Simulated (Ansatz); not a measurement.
# Tungsten, dhcp under PBE: ground state and equation of state

Aim: take tungsten in the dhcp structure, relax it, solve it on a dense k-mesh, then scale the cell to 7 volumes from 88 to 112 % of the relaxed one and try a fit of the equation of state. Spin polarisation is left out. The k-meshes are 13×13×4 for the relaxation; 17×17×5 for the dense run; 15×15×4 for the volumes.

Method: DFT PBE, plane waves (420 eV) with PAW, scalar-relativistic, in Ansatz 0.2.0.

## 1. The system as given

Symmetry: P6_3/mmc, No. 194, hexagonal system. Conventional cell: a = 2.819 Å, b = 2.819 Å, c = 9.208 Å, α = 90.00°, β = 90.00°, γ = 120.00°. W (site symmetry -3m) has 12 W at 2.82 Å as nearest neighbours. W (site symmetry -6m2) is surrounded by 12 W at 2.82 Å.

Coordinates:

```
W
1.0
     2.81941    0.00000    0.00000
    -1.40970    2.44168    0.00000
     0.00000    0.00000    9.20818
W
4
Cartesian
  0.0000 0.0000 0.0000
  0.0000 0.0000 4.6041
  0.0000 1.6278 2.3020
  1.4097 0.8139 6.9061
```

## 2. Relaxation of the cell

input.yaml

```yaml
crystal:
  lattice:
    - [2.8194054199, 0.0, 0.0]
    - [-1.40970271, 2.4416767172, 0.0]
    - [0.0, 0.0, 9.2081781015]
  atoms:
    - { symbol: W, position: [0.0, 0.0, 0.0] }
    - { symbol: W, position: [0.0, 0.0, 0.5] }
    - { symbol: W, position: [0.3333333333, 0.6666666667, 0.25] }
    - { symbol: W, position: [0.6666666667, 0.3333333333, 0.75] }
hamiltonian:
  xc: pbe
  pseudopotentials:
    kind: paw
    azcp:
      W: "pseudopotentials/W.paw.azcp"
basis:
  ecutwfc: 420
  fft_grid_basis: typed
kpoints:
  mp_grid: { grid: [13, 13, 4], shift: [0, 0, 0] }
magnetization:
  spin_polarized: false
scf:
  occupations: { method: fermi_dirac, width: 0.1 }
relax:
  max_steps: 60
  f_tol: 0.01
  cell: {}
```

Command:

```sh
$ ansatz run input.yaml --threads 1 --pin off --max-ram 3584MiB --backend cpu --events-out ev --progress --plain --runs-dir out
```

What it wrote:

```text
Engine: ansatz 0.2.0, x86_64-unknown-linux-gnu
Pseudopotentials: kind: paw
Pseudopotential: W, paw, valence charge 14, recommended cutoff 420 eV (normal), <dir>
Functional definition: PBE
  parameter kappa = 0.804
  parameter beta = 0.06672455060314922
  exchange = pbe_x(kappa = kappa, mu = beta*pi^2/3)
  correlation = pbe_c(beta = beta)
Crystal: 4 atoms, lattice volume = 63.390 Å³
Basis set: ecut = 420 eV, 1255 PW (Γ), exchange–correlation on 40×40×128 points (8 copies of the dense FFT grid, shifted against one another)
Bands: 34, of which v1, the nominal top of the filled ones, is band 28 counted from 1 (27 counted from 0)
Symmetry: 24 space group operations
Space group: P63/mmc (ITA 194), of the structure as read, at distance tolerance 4.0e-5 Å
k-points: 63 of 676
Non-local potential: W, projectors of the file, l = 0: 3, l = 1: 2, l = 2: 2, l = 3: 1
PAW form: soft (Blöchl's): semilocal exchange-correlation on the pseudo side does not see the compensation charge
PAW one-centre angular grid: W, 590 points (default); XC on 64 Gauss nodes
Initial density: superposition of atomic densities (neutral atoms: chi_scale 0, normalization atom), corrected by the library's trained network
Initial wavefunctions: pseudopotential atomic-orbital guess
Functional: x = pbe(κ = 0.804, μ = 0.2195149727645171), c = pbe(β = 0.06672455060314922)
SCF iter   1: F=—  HF=-41537.208804 eV  |F-HF|=—  |Δ(HF+E_count)|=         —  Δρ=6.91e-3  dr2=3.04e-2  ethr=1.77e-3  ⟨swp⟩=5.0  Hψ=8369  notcnv=0
preconditioner: auto → Kerker (q_TF=auto, 2.673 Å⁻¹)  [metal: Δε(μ)=0.008 eV  Ē_g=4.845 eV  σ=0.100 eV  W_gap=0.02  n_scr=24 (ndim 8)  ℏωp=22.8 eV  f_vac=0.000  D(μ)=5.59/eV (n_scr^D=64)]
SCF iter   2: F=—  HF=-41537.203159 eV  |F-HF|=—  |Δ(HF+E_count)|=   5.65e-3  Δρ=4.15e-3  dr2=1.06e-2  ethr=5.43e-5  ⟨swp⟩=1.0  Hψ=2660  notcnv=0
SCF iter   3: F=—  HF=-41537.200168 eV  |F-HF|=—  |Δ(HF+E_count)|=   2.99e-3  Δρ=5.67e-4  dr2=1.94e-4  ethr=1.89e-5  ⟨swp⟩=2.0  Hψ=2896  notcnv=0
SCF iter   4: F=—  HF=-41537.200126 eV  |F-HF|=—  |Δ(HF+E_count)|=   4.22e-5  Δρ=9.00e-5  dr2=3.39e-6  ethr=3.47e-7  ⟨swp⟩=2.1  Hψ=2872  notcnv=0
SCF iter   5: F=—  HF=-41537.200086 eV  |F-HF|=—  |Δ(HF+E_count)|=   4.01e-5  Δρ=2.04e-5  dr2=1.87e-7  ethr=6.05e-9  ⟨swp⟩=2.4  Hψ=3406  notcnv=0
SCF iter   6: F=-41537.200086 eV  HF=-41537.200086 eV  |F-HF|=2.04e-10  |Δ(HF+E_count)|=   1.38e-8  Δρ=2.51e-6  dr2=2.55e-9  ethr=1.79e-10  ⟨swp⟩=4.0  Hψ=6802  notcnv=0
SCF 1 converged in 6 iterations: F = -41537.200086 eV  dr2 = 2.55e-9
relax step   1: F+E_penalty+E_count = -41537.20008564 eV  Δ(F+E_penalty+E_count) = +0.000e0 eV  max|allowed force component| = 4.337e-18 eV/Å  Δτ_max = 0.0000 Å  P = +10.894 GPa  Ω = 63.390 Å³  (6 SCF iters, dr2 threshold 1.00e-7 eV, accepted)
Crystal: 4 atoms, lattice volume = 68.709 Å³
Basis set: ecut = 420 eV, 1341 PW (Γ), exchange–correlation on 40×40×128 points (8 copies of the dense FFT grid, shifted against one another)
Initial density: handed on by an earlier stage of this run
Initial wavefunctions: those handed on with the density
iter 1 solved again at ethr=5.58e-5 eV; its pass at ethr=3.10e-3 eV (dr2=3.12e-2 eV) is discarded
SCF iter   1: F=—  HF=-41537.267352 eV  |F-HF|=—  |Δ(HF+E_count)|=         —  Δρ=8.12e-3  dr2=3.23e-2  ethr=5.58e-5  ⟨swp⟩=2.0  Hψ=11269  notcnv=0
preconditioner: auto → Kerker (q_TF=auto, 2.637 Å⁻¹)  [metal: Δε(μ)=0.011 eV  Ē_g=4.477 eV  σ=0.100 eV  W_gap=0.03  n_scr=26 (ndim 8)  ℏωp=21.9 eV  f_vac=0.000  D(μ)=5.19/eV (n_scr^D=64)]
SCF iter   2: F=—  HF=-41537.261085 eV  |F-HF|=—  |Δ(HF+E_count)|=   6.27e-3  Δρ=4.62e-3  dr2=1.11e-2  ethr=5.58e-5  ⟨swp⟩=1.0  Hψ=2142  notcnv=0
SCF iter   3: F=—  HF=-41537.257833 eV  |F-HF|=—  |Δ(HF+E_count)|=   3.25e-3  Δρ=4.87e-4  dr2=1.02e-4  ethr=1.99e-5  ⟨swp⟩=2.3  Hψ=3020  notcnv=0
SCF iter   4: F=—  HF=-41537.257842 eV  |F-HF|=—  |Δ(HF+E_count)|=   9.63e-6  Δρ=6.10e-5  dr2=1.80e-6  ethr=1.81e-7  ⟨swp⟩=2.4  Hψ=3827  notcnv=0
iter 5 did not close the SCF: its close was put off for the readings that it lacked (scf_convergence_deferred on its scf_iter line)
SCF iter   5: F=-41537.257842 eV  HF=-41537.257842 eV  |F-HF|=4.67e-9  |Δ(HF+E_count)|=   1.04e-8  Δρ=1.16e-5  dr2=5.95e-8  ethr=3.21e-9  ⟨swp⟩=2.6  Hψ=3154  notcnv=0
SCF iter   6: F=-41537.257842 eV  HF=-41537.257842 eV  |F-HF|=6.26e-10  |Δ(HF+E_count)|=  6.48e-10  Δρ=2.01e-6  dr2=2.51e-9  ethr=1.06e-10  ⟨swp⟩=2.0  Hψ=6261  notcnv=0
SCF 2 converged in 6 iterations: F = -41537.257842 eV  dr2 = 2.51e-9
relax step   2: F+E_penalty+E_count = -41537.25784239 eV  Δ(F+E_penalty+E_count) = -5.776e-2 eV  max|allowed force component| = 3.238e-17 eV/Å  Δτ_max = 0.0000 Å  P = -11.256 GPa  Ω = 68.709 Å³  energy of the carried Pulay correction = -2.166e-3 eV  (6 SCF iters, dr2 threshold 4.00e-7 eV, accepted)
Crystal: 4 atoms, lattice volume = 66.551 Å³
Basis set: ecut = 420 eV, 1317 PW (Γ), exchange–correlation on 40×40×128 points (8 copies of the dense FFT grid, shifted against one another)
iter 1 solved again at ethr=7.58e-6 eV; its pass at ethr=3.10e-3 eV (dr2=4.25e-3 eV) is discarded
SCF iter   1: F=—  HF=-41537.389531 eV  |F-HF|=—  |Δ(HF+E_count)|=         —  Δρ=2.90e-3  dr2=4.47e-3  ethr=7.58e-6  ⟨swp⟩=2.1  Hψ=11759  notcnv=0
preconditioner: auto → Kerker (q_TF=auto, 2.651 Å⁻¹)  [metal: Δε(μ)=0.005 eV  Ē_g=4.632 eV  σ=0.100 eV  W_gap=0.01  n_scr=26 (ndim 8)  ℏωp=22.3 eV  f_vac=0.000  D(μ)=4.70/eV (n_scr^D=52)]
SCF iter   2: F=—  HF=-41537.388661 eV  |F-HF|=—  |Δ(HF+E_count)|=   8.69e-4  Δρ=1.66e-3  dr2=1.52e-3  ethr=7.58e-6  ⟨swp⟩=1.0  Hψ=2142  notcnv=0
SCF iter   3: F=—  HF=-41537.388226 eV  |F-HF|=—  |Δ(HF+E_count)|=   4.36e-4  Δρ=1.83e-4  dr2=1.31e-5  ethr=2.72e-6  ⟨swp⟩=2.2  Hψ=2794  notcnv=0
SCF iter   4: F=—  HF=-41537.388230 eV  |F-HF|=—  |Δ(HF+E_count)|=   3.81e-6  Δρ=2.63e-5  dr2=2.11e-7  ethr=2.33e-8  ⟨swp⟩=2.4  Hψ=3721  notcnv=0
iter 5 did not close the SCF: its close was put off for the readings that it lacked (scf_convergence_deferred on its scf_iter line)
SCF iter   5: F=-41537.388230 eV  HF=-41537.388230 eV  |F-HF|=1.46e-11  |Δ(HF+E_count)|=   3.98e-8  Δρ=3.94e-6  dr2=6.96e-9  ethr=3.76e-10  ⟨swp⟩=1.7  Hψ=2728  notcnv=0
SCF iter   6: F=-41537.388230 eV  HF=-41537.388230 eV  |F-HF|=1.02e-10  |Δ(HF+E_count)|=  4.51e-10  Δρ=7.78e-7  dr2=3.65e-10  ethr=1.24e-11  ⟨swp⟩=1.2  Hψ=5415  notcnv=0
SCF 3 converged in 6 iterations: F = -41537.388230 eV  dr2 = 3.65e-10
relax step   3: F+E_penalty+E_count = -41537.38822958 eV  Δ(F+E_penalty+E_count) = -1.304e-1 eV  max|allowed force component| = 3.065e-17 eV/Å  Δτ_max = 0.0000 Å  P = -3.079 GPa  Ω = 66.551 Å³  energy of the carried Pulay correction = -1.305e-3 eV  (6 SCF iters, dr2 threshold 4.00e-7 eV, accepted)
Crystal: 4 atoms, lattice volume = 65.560 Å³
Basis set: ecut = 420 eV, 1293 PW (Γ), exchange–correlation on 40×40×128 points (8 copies of the dense FFT grid, shifted against one another)
iter 1 solved again at ethr=4.61e-5 eV; its pass at ethr=3.10e-3 eV (dr2=2.58e-2 eV) is discarded
SCF iter   1: F=—  HF=-41537.442029 eV  |F-HF|=—  |Δ(HF+E_count)|=         —  Δρ=6.78e-3  dr2=2.71e-2  ethr=4.61e-5  ⟨swp⟩=1.2  Hψ=10951  notcnv=0
preconditioner: auto → Kerker (q_TF=auto, 2.658 Å⁻¹)  [metal: Δε(μ)=0.016 eV  Ē_g=4.734 eV  σ=0.100 eV  W_gap=0.04  n_scr=14 (ndim 8)  ℏωp=22.5 eV  f_vac=0.000  D(μ)=3.98/eV (n_scr^D=52)]
SCF iter   2: F=—  HF=-41537.435673 eV  |F-HF|=—  |Δ(HF+E_count)|=   6.36e-3  Δρ=3.86e-3  dr2=9.29e-3  ethr=4.61e-5  ⟨swp⟩=1.0  Hψ=2142  notcnv=0
SCF iter   3: F=—  HF=-41537.432443 eV  |F-HF|=—  |Δ(HF+E_count)|=   3.23e-3  Δρ=4.30e-4  dr2=6.20e-5  ethr=1.66e-5  ⟨swp⟩=2.2  Hψ=2882  notcnv=0
SCF iter   4: F=—  HF=-41537.432504 eV  |F-HF|=—  |Δ(HF+E_count)|=   6.12e-5  Δρ=4.75e-5  dr2=6.99e-7  ethr=1.11e-7  ⟨swp⟩=2.8  Hψ=4306  notcnv=0
iter 5 did not close the SCF: its close was put off for the readings that it lacked (scf_convergence_deferred on its scf_iter line)
SCF iter   5: F=-41537.432504 eV  HF=-41537.432504 eV  |F-HF|=7.04e-9  |Δ(HF+E_count)|=   2.09e-7  Δρ=8.15e-6  dr2=1.95e-8  ethr=1.25e-9  ⟨swp⟩=1.4  Hψ=2286  notcnv=0
SCF iter   6: F=-41537.432504 eV  HF=-41537.432504 eV  |F-HF|=1.09e-10  |Δ(HF+E_count)|=   8.25e-9  Δρ=1.26e-6  dr2=8.05e-10  ethr=3.48e-11  ⟨swp⟩=1.6  Hψ=5590  notcnv=0
SCF 4 converged in 6 iterations: F = -41537.432504 eV  dr2 = 8.05e-10
relax step   4: F+E_penalty+E_count = -41537.43250411 eV  Δ(F+E_penalty+E_count) = -4.427e-2 eV  max|allowed force component| = 4.510e-17 eV/Å  Δτ_max = 0.0000 Å  P = +1.874 GPa  Ω = 65.560 Å³  energy of the carried Pulay correction = -8.965e-4 eV  (6 SCF iters, dr2 threshold 4.00e-7 eV, accepted)
Crystal: 4 atoms, lattice volume = 65.943 Å³
Basis set: ecut = 420 eV, 1305 PW (Γ), exchange–correlation on 40×40×128 points (8 copies of the dense FFT grid, shifted against one another)
iter 1 solved again at ethr=9.84e-8 eV; its pass at ethr=3.10e-3 eV (dr2=5.51e-5 eV) is discarded
SCF iter   1: F=—  HF=-41537.434731 eV  |F-HF|=—  |Δ(HF+E_count)|=         —  Δρ=2.34e-4  dr2=2.50e-5  ethr=9.84e-8  ⟨swp⟩=3.0  Hψ=11271  notcnv=0
preconditioner: auto → Kerker (q_TF=auto, 2.655 Å⁻¹)  [metal: Δε(μ)=0.025 eV  Ē_g=4.701 eV  σ=0.100 eV  W_gap=0.06  n_scr=14 (ndim 8)  ℏωp=22.4 eV  f_vac=0.000  D(μ)=4.03/eV (n_scr^D=52)]
SCF iter   2: F=—  HF=-41537.434790 eV  |F-HF|=—  |Δ(HF+E_count)|=   5.91e-5  Δρ=1.39e-4  dr2=8.99e-6  ethr=4.47e-8  ⟨swp⟩=1.0  Hψ=2142  notcnv=0
iter 3 did not close the SCF: its close was put off for the readings that it lacked (scf_convergence_deferred on its scf_iter line)
SCF iter   3: F=-41537.434789 eV  HF=-41537.434789 eV  |F-HF|=5.33e-8  |Δ(HF+E_count)|=   1.23e-6  Δρ=1.77e-5  dr2=1.77e-7  ethr=1.61e-8  ⟨swp⟩=2.2  Hψ=3051  notcnv=0
iter 4 did not close the SCF: its close was put off for the readings that it lacked (scf_convergence_deferred on its scf_iter line)
SCF iter   4: F=-41537.434789 eV  HF=-41537.434789 eV  |F-HF|=2.47e-10  |Δ(HF+E_count)|=   4.39e-8  Δρ=2.71e-6  dr2=2.59e-9  ethr=3.16e-10  ⟨swp⟩=2.5  Hψ=3515  notcnv=0
iter 5 did not close the SCF: its close was put off for the readings that it lacked (scf_convergence_deferred on its scf_iter line)
SCF iter   5: F=-41537.434789 eV  HF=-41537.434789 eV  |F-HF|=4.37e-11  |Δ(HF+E_count)|=  4.37e-11  Δρ=5.52e-7  dr2=1.65e-10  ethr=4.63e-12  ⟨swp⟩=2.3  Hψ=3123  notcnv=0
SCF iter   6: F=-41537.434789 eV  HF=-41537.434789 eV  |F-HF|=7.28e-12  |Δ(HF+E_count)|=  1.46e-11  Δρ=1.03e-7  dr2=5.07e-12  ethr=1.00e-12  ⟨swp⟩=1.0  Hψ=4536  notcnv=0
SCF 5 converged in 6 iterations: F = -41537.434789 eV  dr2 = 5.07e-12
relax step   5: F+E_penalty+E_count = -41537.43478914 eV  Δ(F+E_penalty+E_count) = -2.285e-3 eV  max|allowed force component| = 1.850e-17 eV/Å  Δτ_max = 0.0000 Å  P = +0.186 GPa  Ω = 65.943 Å³  energy of the carried Pulay correction = -1.054e-3 eV  (6 SCF iters, dr2 threshold 4.00e-7 eV, accepted)
Crystal: 4 atoms, lattice volume = 65.995 Å³
iter 1 solved again at ethr=3.14e-8 eV; its pass at ethr=3.10e-3 eV (dr2=1.76e-5 eV) is discarded
SCF iter   1: F=—  HF=-41537.434792 eV  |F-HF|=—  |Δ(HF+E_count)|=         —  Δρ=2.22e-4  dr2=2.91e-5  ethr=3.14e-8  ⟨swp⟩=3.2  Hψ=10714  notcnv=0
preconditioner: auto → Kerker (q_TF=auto, 2.655 Å⁻¹)  [metal: Δε(μ)=0.020 eV  Ē_g=4.698 eV  σ=0.100 eV  W_gap=0.05  n_scr=14 (ndim 8)  ℏωp=22.4 eV  f_vac=0.000  D(μ)=4.01/eV (n_scr^D=52)]
SCF iter   2: F=—  HF=-41537.434849 eV  |F-HF|=—  |Δ(HF+E_count)|=   5.69e-5  Δρ=1.23e-4  dr2=9.50e-6  ethr=3.14e-8  ⟨swp⟩=1.2  Hψ=2182  notcnv=0
iter 3 did not close the SCF: its close was put off for the readings that it lacked (scf_convergence_deferred on its scf_iter line)
SCF iter   3: F=-41537.434846 eV  HF=-41537.434846 eV  |F-HF|=3.18e-8  |Δ(HF+E_count)|=   3.46e-6  Δρ=1.40e-5  dr2=9.75e-8  ethr=1.70e-8  ⟨swp⟩=2.3  Hψ=2807  notcnv=0
iter 4 did not close the SCF: its close was put off for the readings that it lacked (scf_convergence_deferred on its scf_iter line)
SCF iter   4: F=-41537.434846 eV  HF=-41537.434846 eV  |F-HF|=5.82e-11  |Δ(HF+E_count)|=   2.55e-8  Δρ=2.15e-6  dr2=1.21e-9  ethr=1.74e-10  ⟨swp⟩=2.4  Hψ=3462  notcnv=0
iter 5 did not close the SCF: its close was put off for the readings that it lacked (scf_convergence_deferred on its scf_iter line)
SCF iter   5: F=-41537.434846 eV  HF=-41537.434846 eV  |F-HF|=7.28e-12  |Δ(HF+E_count)|=  6.55e-11  Δρ=2.66e-7  dr2=2.26e-11  ethr=2.16e-12  ⟨swp⟩=2.3  Hψ=3317  notcnv=0
SCF iter   6: F=-41537.434846 eV  HF=-41537.434846 eV  |F-HF|=0.00e0  |Δ(HF+E_count)|=  7.28e-12  Δρ=3.95e-8  dr2=4.16e-13  ethr=1.00e-12  ⟨swp⟩=1.0  Hψ=4536  notcnv=0
SCF 6 converged in 6 iterations: F = -41537.434846 eV  dr2 = 4.16e-13
relax step   6: F+E_penalty+E_count = -41537.43484573 eV  Δ(F+E_penalty+E_count) = -5.659e-5 eV  max|allowed force component| = 5.551e-17 eV/Å  Δτ_max = 0.0000 Å  P = +0.001 GPa  Ω = 65.995 Å³  energy of the carried Pulay correction = -1.074e-3 eV  (6 SCF iters, dr2 threshold 3.77e-7 eV, accepted)
Basis set: ecut = 420 eV, 1305 PW (Γ), exchange–correlation on 40×40×144 points (8 copies of the dense FFT grid, shifted against one another)
Initial wavefunctions: pseudopotential atomic-orbital guess (no wavefunctions were taken with the density)
iter 1 solved again at ethr=8.80e-9 eV; its pass at ethr=3.10e-3 eV (dr2=4.93e-6 eV) is discarded
SCF iter   1: F=—  HF=-41537.436009 eV  |F-HF|=—  |Δ(HF+E_count)|=         —  Δρ=2.67e-4  dr2=2.79e-6  ethr=8.80e-9  ⟨swp⟩=3.7  Hψ=14763  notcnv=0
preconditioner: auto → Kerker (q_TF=auto, 2.655 Å⁻¹)  [metal: Δε(μ)=0.022 eV  Ē_g=4.698 eV  σ=0.100 eV  W_gap=0.06  n_scr=14 (ndim 8)  ℏωp=22.4 eV  f_vac=0.000  D(μ)=4.01/eV (n_scr^D=52)]
SCF iter   2: F=—  HF=-41537.436050 eV  |F-HF|=—  |Δ(HF+E_count)|=   4.09e-5  Δρ=1.38e-4  dr2=7.63e-7  ethr=4.98e-9  ⟨swp⟩=1.0  Hψ=2142  notcnv=0
SCF iter   3: F=—  HF=-41537.436063 eV  |F-HF|=—  |Δ(HF+E_count)|=   1.27e-5  Δρ=4.07e-6  dr2=2.87e-9  ethr=1.36e-9  ⟨swp⟩=3.0  Hψ=4181  notcnv=0
SCF iter   4: F=—  HF=-41537.436063 eV  |F-HF|=—  |Δ(HF+E_count)|=   1.75e-9  Δρ=4.74e-7  dr2=7.36e-11  ethr=5.12e-12  ⟨swp⟩=2.2  Hψ=3127  notcnv=0
iter 5 did not close the SCF: its close was put off for the readings that it lacked (scf_convergence_deferred on its scf_iter line)
SCF iter   5: F=-41537.436063 eV  HF=-41537.436063 eV  |F-HF|=0.00e0  |Δ(HF+E_count)|=  2.18e-11  Δρ=7.53e-8  dr2=2.89e-12  ethr=1.00e-12  ⟨swp⟩=1.0  Hψ=2142  notcnv=0
iter 6 did not close the SCF: its close was put off for the readings that it lacked (scf_convergence_deferred on its scf_iter line)
SCF iter   6: F=-41537.436063 eV  HF=-41537.436063 eV  |F-HF|=0.00e0  |Δ(HF+E_count)|=  7.28e-12  Δρ=9.89e-9  dr2=4.69e-14  ethr=1.00e-12  ⟨swp⟩=1.0  Hψ=2142  notcnv=0
iter 7 did not close the SCF: its close was put off for the readings that it lacked (scf_convergence_deferred on its scf_iter line)
SCF iter   7: F=-41537.436063 eV  HF=-41537.436063 eV  |F-HF|=2.91e-11  |Δ(HF+E_count)|=  1.46e-11  Δρ=2.77e-9  dr2=3.50e-15  ethr=1.00e-12  ⟨swp⟩=1.0  Hψ=2142  notcnv=0
iter 8 did not close the SCF: its close was put off for the readings that it lacked (scf_convergence_deferred on its scf_iter line)
SCF iter   8: F=-41537.436063 eV  HF=-41537.436063 eV  |F-HF|=7.28e-12  |Δ(HF+E_count)|=  1.46e-11  Δρ=4.07e-10  dr2=7.60e-17  ethr=1.00e-12  ⟨swp⟩=1.0  Hψ=2142  notcnv=0
SCF iter   9: F=-41537.436063 eV  HF=-41537.436063 eV  |F-HF|=7.28e-12  |Δ(HF+E_count)|=  2.18e-11  Δρ=6.56e-11  dr2=1.98e-18  ethr=1.00e-12  ⟨swp⟩=1.1  Hψ=4545  notcnv=0
SCF 7 converged in 9 iterations: F = -41537.436063 eV  dr2 = 1.98e-18
relax step   7: F+E_penalty+E_count = -41537.43606282 eV  Δ(F+E_penalty+E_count) = -1.217e-3 eV  max|allowed force component| = 4.973e-17 eV/Å  Δτ_max = 0.0000 Å  P = -0.001 GPa  Ω = 65.995 Å³  stress off target by 1.29e-2 GPa  SCF on the basis re-selected at this cell (its energy is not comparable with the rows above)  (9 SCF iters)
basis re-selected at this cell: Δ(F+E_penalty+E_count) = -1.217e-3 eV, ΔP = -0.002 GPa vs the last step (what re-selecting the basis moved, of the pressure what is left beyond the Pulay correction that the steps carried, after the strain that the cell walked since its last selection, with what the two solves' SCF thresholds leave and, on support functions, any second-order correction that the steps lacked; it is no measure of the basis error at this ecutwfc). The dense FFT grid was sized anew with the basis: this SCF ran on 20×20×72 points, the steps before it on 20×20×64, so part of this shift can come from that change (see relax.cell in the input reference). This SCF's stress stands 1.29e-2 GPa from its target on what of the cell is left free (relax.cell.stress_tol is 5.00e-2 GPa) and its largest allowed force component is 4.97e-17 eV/Å (relax.f_tol is 1.00e-2 eV/Å): within both
SCF converged after 9 iterations
Free energy (F): -41537.436063 eV
Harris-Foulkes:  -41537.436063 eV  (|F-HF|=7.28e-12)
Internal energy: -41537.303358 eV  (E = F + TS)
E sigma→0 (E₀):  -41537.369710 eV
Entropy (-TS):   -0.132705 eV (-33.176 meV/atom)
Fermi energy:    21.257273 eV
--- Per-component energies (eV) ---
  E_band       = -375.030960
  E_kinetic    = 1796.307169
  E_local      = -2522.990123  (includes V_loc(G=0)·N_el)
  E_nonlocal   = 3.109230
  E_hartree    = 900.329422
  E_xc         = -1065.793481
  E_vxc        = -952.616485  (∫ρ·V_xc dr)
  E_paw        = -34249.737684  (= ΣΔE_a)
  E_vpaw       = -499.499359  (= ΣTr[D̂ρ^β])
  E_aug_tail   = -0.000235  (compensation charges beyond the density's cutoff)
  E_ewald      = -6398.527656
  E_smearing   = -0.132705  (= −TS)
  E_closure    = 0.000000  (closes the sum)
  Σ components = -41537.436063   (vs F -41537.436063, Δ=0.00e0)
--- Forces (eV/Å), atoms counted from 1 ---
  atom   1  W      0.00000000     0.00000000     0.00000000
  atom   2  W      0.00000000    -0.00000000     0.00000000
  atom   3  W     -0.00000000    -0.00000000     0.00000000
  atom   4  W      0.00000000     0.00000000     0.00000000
  max |Σ_I F_I| component: 1.39e-17 eV/Å
--- Stress (GPa, compression-positive) ---
       -0.007743      -0.000000       0.000000
       -0.000000      -0.007743       0.000000
        0.000000       0.000000       0.012944
  P = ⅓ Tr σ = -0.0008 GPa (-0.008 kbar)
--- Relaxed structure (6 steps of the walk, 6 accepted, 1 SCFs on fresh bases) ---
  F+E_penalty+E_count = -41537.43606282 eV   max|allowed force component| = 4.973e-17 eV/Å   (the final SCF, on the basis selected at the relaxed cell)
  cell:  # Å, volume = 65.9945 Å³
    - [2.7861778684960807, 2.8527224228983547e-11, 0.0]
    - [-1.3930889342727457, 2.4129008135653214, 0.0]
    - [0.0, 0.0, 9.816563646965118]
  atoms:
    - { symbol: W, position: [2.43639112361207e-34, 1.1513217687622142e-34, -3.05016671550607e-36] }
    - { symbol: W, position: [4.353506383090371e-34, 1.5416003344314193e-34, 0.4999999999999999] }
    - { symbol: W, position: [0.3333333333333333, 0.6666666666666667, 0.24999999999999994] }
    - { symbol: W, position: [0.6666666666666667, 0.3333333333333333, 0.7499999999999998] }
```

Run time: 59 s. Hardware: 1 thread of Intel Xeon Platinum 8259CL at 2.50GHz (Skylake/Cascade Lake), shared host; peak memory 0.59 GiB.

The steps of the relaxation:

| step | energy change (meV/atom) | largest force (eV/Å) | pressure (GPa) | volume (Å³/atom) |
| --- | --- | --- | --- | --- |
| 1 | 0.00 | 0.0000 | 10.89 | 15.847 |
| 2 | -14.44 | 0.0000 | -11.26 | 17.177 |
| 3 | -47.04 | 0.0000 | -3.08 | 16.638 |
| 4 | -58.10 | 0.0000 | 1.87 | 16.390 |
| 5 | -58.68 | 0.0000 | 0.19 | 16.486 |
| 6 | -58.69 | 0.0000 | 0.00 | 16.499 |
| 7 | -58.99 | 0.0000 | 0.00 | 16.499 |

Steps that repeat a cell are solved on a basis chosen anew, so their changes of energy are no gain of the relaxation.

The cell of the run, before and after:

|  | before | after | change |
| --- | --- | --- | --- |
| a (Å) | 2.819 | 2.786 | -1.2 % |
| b (Å) | 2.819 | 2.786 | -1.2 % |
| c (Å) | 9.208 | 9.817 | +6.6 % |
| volume (Å³/atom) | 15.847 | 16.499 | +4.1 % |
| shortest distance (Å) | 2.819 | 2.786 | -1.2 % |
| space group (spins left aside) | P6_3/mmc | P6_3/mmc | same |

(Part 1 of 2 ends here.)
